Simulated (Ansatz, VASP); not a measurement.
# CuI: VASP beside Ansatz

```
I Cu
1.0
     4.14402    0.00000    0.00000
     0.00000    4.14402    0.00000
     0.00000    0.00000    6.63767
I Cu
2 2
Direct
  0.00000 0.50000 0.74303
  0.50000 0.00000 0.25697
  0.00000 0.00000 0.00000
  0.50000 0.50000 0.00000
```

Change from the starting cell: volume scaled by 1.04.

Alike in both runs: task single point; functional PBEsol; k mesh 7 × 7 × 4; occupations fermi-dirac, width 0.05 eV; no spin polarisation.

```csv
,VASP,Ansatz
version,VASP 6.6.1,Ansatz 0.2.0
potentials or method,"VASP PAW PBE potentials, release 64 (I, Cu)",Ansatz PAW
plane-wave cutoff (eV),520,420
valence electrons in the cell,36,72
```

VASP gave:

```
gap on the k mesh at the Fermi level (eV)       : 1.44
least direct gap on the mesh (eV)               : 1.44
pressure (GPa)                                  : -3.0
largest component of the traceless stress (GPa) : 0.18
rms of the force components (eV/Å)              : 0.214
```

What did Ansatz give for the same quantities?

gap on the k mesh at the Fermi level (eV): 1.43; least direct gap on the mesh (eV): 1.43; pressure (GPa): -3.1; largest component of the traceless stress (GPa): 0.20; rms of the force components (eV/Å): 0.221.

Atom by atom the forces differ by 0.008 eV/Å (rms over components). The two sets of potentials don't hold the same shells in valence.

Caveats: spin-orbit coupling is left out, which moves the levels of the heavy elements; this functional lacks dispersion, which binds the layers, so the pressure and a relaxed spacing across them are unreliable; the PAW data sets were made with another functional, which shifts forces and pressure a little (VASP); odd divisions of the mesh miss points on the zone boundary, where band edges often lie, so the gap on the mesh can be too wide (Ansatz); the PAW data sets come from PBE, with cores solved anew for the run's functional, which leaves a small shift of forces and pressure (Ansatz).
